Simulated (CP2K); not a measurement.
Input of a CP2K 2026.2 run:

Contents of mgs_scf.inp:

```
&GLOBAL
  PROJECT mgs_scf
  RUN_TYPE ENERGY_FORCE
  PRINT_LEVEL LOW
&END GLOBAL
&FORCE_EVAL
  METHOD QS
  STRESS_TENSOR ANALYTICAL
  &DFT
    BASIS_SET_FILE_NAME BASIS_MOLOPT_UZH
    POTENTIAL_FILE_NAME POTENTIAL_UZH
    &MGRID
      CUTOFF 1400
      REL_CUTOFF 60
      NGRIDS 5
    &END MGRID
    &QS
      METHOD GPW
      EPS_DEFAULT 1.0E-10
    &END QS
    &KPOINTS
      SCHEME MONKHORST-PACK 9 9 9
      GAMMA_CENTERED T
      SYMMETRY T
      SYMMETRY_BACKEND SPGLIB
    &END KPOINTS
    &SCF
      SCF_GUESS ATOMIC
      EPS_SCF 1.0E-6
      MAX_SCF 100
      ADDED_MOS 10
      CHOLESKY OFF
      EPS_EIGVAL 1.0E-7
      &DIAGONALIZATION ON
        ALGORITHM STANDARD
      &END DIAGONALIZATION
      &MIXING ON
        METHOD BROYDEN_MIXING
        ALPHA 0.4
        BETA 1.5
        NBUFFER 8
      &END MIXING
      &SMEAR ON
        METHOD GAUSSIAN
        SIGMA [eV] 0.1
      &END SMEAR
    &END SCF
    &XC
      &XC_FUNCTIONAL
        &GGA_X_RPBE
        &END GGA_X_RPBE
        &GGA_C_PBE
        &END GGA_C_PBE
      &END XC_FUNCTIONAL
    &END XC
    &PRINT
      &KPOINTS ON
      &END KPOINTS
      &MULLIKEN ON
      &END MULLIKEN
      &MO ON
        ENERGIES T
        OCCUPATION_NUMBERS T
        &EACH
          QS_SCF 0
        &END EACH
        ADD_LAST NUMERIC
      &END MO
      &LOWDIN ON
      &END LOWDIN
      &HIRSHFELD ON
        SHAPE_FUNCTION DENSITY
      &END HIRSHFELD
    &END PRINT
  &END DFT
  &SUBSYS
    &CELL
      ABC 3.6792887145 3.6792887146 3.6792887146
      ALPHA_BETA_GAMMA 59.9999999999 59.9999999999 60.0000000000
      PERIODIC XYZ
    &END CELL
    &COORD
      S   3.6792887146 2.1242383298 1.5020633278
      Mg  0.0000000000 0.0000000000 0.0000000000
    &END COORD
    &KIND S
      BASIS_SET TZVP-MOLOPT-PBE-GTH-q6
      POTENTIAL GTH-PBE-q6
    &END KIND
    &KIND Mg
      BASIS_SET TZVP-MOLOPT-PBE-GTH-q10
      POTENTIAL GTH-PBE-q10
    &END KIND
    &PRINT
      &ATOMIC_COORDINATES ON
      &END ATOMIC_COORDINATES
      &CELL ON
      &END CELL
    &END PRINT
  &END SUBSYS
  &PRINT
    &FORCES ON
    &END FORCES
    &STRESS_TENSOR ON
    &END STRESS_TENSOR
  &END PRINT
&END FORCE_EVAL
```

Potentials or basis: POTENTIAL_UZH S GTH-PBE-q6, Mg GTH-PBE-q10; TZVP-MOLOPT-PBE-GTH basis.

Command:

```console
$ OMP_NUM_THREADS=1 cp2k.psmp -i mgs_scf.inp -o mgs_scf.out
```

Q: Predict the band gap on the k mesh.

A: 3.03 eV, indirect (least direct gap 3.81 eV).

Q: What does it give for the Hirshfeld charges?

A: S -0.32; Mg +0.32 e.

Q: Predict the pressure.

A: 4.6 GPa.

Q: What does it give for the Mulliken charges?

A: S -1.27; Mg +1.27 e.

Caveat: the potentials were made for another functional, which shifts forces and pressure; an odd mesh through Γ misses points on the zone boundary, where band edges often lie; the basis of atomic orbitals isn't converged, which shifts pressures, moduli and gaps.
